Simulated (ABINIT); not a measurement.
The system is ZrB2.

```
Zr B
1.0
     3.17000    0.00000    0.00000
    -1.58500    2.74530    0.00000
     0.00000    0.00000    3.53300
Zr B
1 2
Direct
  0.00000 0.00000 0.00000
  0.66667 0.33333 0.50000
  0.33333 0.66667 0.50000
```

Base run:

| Property | Result |
| --- | --- |
| Program | ABINIT 10.8.3 (patched build) |
| Functional | r2SCAN |
| Potentials or basis | SG15 NC PBE v1.2 |
| Cutoff | 844 eV |
| k mesh | 10 × 10 × 8 |
| Occupations | fermi-dirac, width 0.05 eV |
| Spin | no spin polarisation |

Its results: band gap on the k mesh none (metal or under the smearing width); pressure 0.0 GPa.

The run is repeated on the same cell with these changes: potentials or basis from SG15 NC PBE v1.2 to Ansatz PAW PBE default generated set, frozen core; cutoff from 844 eV to 490 eV. What comes out?

Band gap on the k mesh none (metal or under the smearing width); pressure 0.6 GPa.

Caveats: the potentials were made for another functional, which shifts forces and pressure (some runs); the atomic spheres overlap (some runs); the PAW data sets were made with another functional, which shifts forces and pressure a little (some runs).
